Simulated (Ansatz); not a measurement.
# Cold compression of C (sc type)

```xyz
1
Lattice="1.7762 0.0000 0.0000 0.0000 1.7762 0.0000 0.0000 0.0000 1.7762" Properties=species:S:1:pos:R:3 pbc="T T T"
C     0.0000    0.0000    0.0000
```

The cell comes from a relaxation on PAW files under the same functional, begun from a prototype that needn't be the stable phase.

Its volume is scaled at fixed shape and fractional positions.

Computed with Ansatz 0.2.0; functional PBE, scalar-relativistic. Settings: a Γ-centred 20×20×20 k mesh, Fermi–Dirac smearing of 0.08 eV, no spin polarisation. Methods: LAPW: all electrons, basis error target 1 meV/atom; PAW: frozen-core files, cutoff 420 eV; crystal datasets: all electrons, by PAW datasets that the program makes for each cell; norm-conserving: pseudopotentials, cutoff 1116 eV; PAW (cutoff 600 eV): frozen-core files, cutoff 600 eV.

Energies are extrapolated to zero smearing and count from the unscaled cell; pressure is positive in compression; gaps take the mesh and a band path. No temperature or zero-point motion is included.

```
V/V0  V (Å³/atom)  P LAPW (GPa)  ΔE LAPW (eV/atom)  P PAW − LAPW (GPa)  ΔE PAW − LAPW (meV/atom)
1.00         5.60             ?              0.000                0.23                       0.0
0.92         5.16          30.3              0.040                0.03                       0.4
0.84         4.71          74.7              0.182               -0.27                       0.0
0.76         4.26         147.4              0.482               -0.40                      -0.8
0.68         3.81         261.8              1.044               -0.68                      -2.3
0.60         3.36         437.5              2.002               -0.82                      -4.5
0.52         2.91         735.8              3.606               -1.34                      -7.3
0.45         2.52          1178              5.902               -3.31                     -12.7
```

(1) Give the missing entry: row "1.00", column "P LAPW (GPa)".

(2) Fit the Vinet equation to the LAPW pressures over the whole range, with residuals weighted by 1/(|P| + 0.03·Pmax).

(3) From the table, what is the rise of the enthalpy H = E + pV up to the last row, and how stiff is the crystal between the last two rows?

(4) At the smallest volume, how far do crystal datasets and norm-conserving and PAW (cutoff 600 eV) lie from LAPW in pressure?

(5) How do the Löwdin populations by LAPW change from the unscaled cell to the last row?

Results:

(1) -0.23.

(2) V0 = 5.60 Å³/atom, B0 = 301 GPa and B0′ = 4.39, and the fit misses no point by more than 2.6 GPa. A fit over so wide a range pins B0 less well than one near rest.

(3) ΔH = 5.902 eV + (1178 GPa × 2.52 Å³ + 0.23 GPa × 5.60 Å³) × 0.006242 eV/(GPa·Å³) = 24.45 eV/atom, of which pV makes 76 %. The mean bulk modulus there is −ΔP/Δln V = 3060 GPa.

(4) crystal datasets: +0.01 GPa; norm-conserving: +0.30 GPa; PAW (cutoff 600 eV): -3.80 GPa, on a LAPW pressure of 1178 GPa.

(5) C 2s 1.19 → 0.78, C 2p 2.80 → 3.22 electrons an atom. These are projections on the shells that the free atoms fill; 0.01 e a cell lies outside them at the start and 0.02 e at the end.
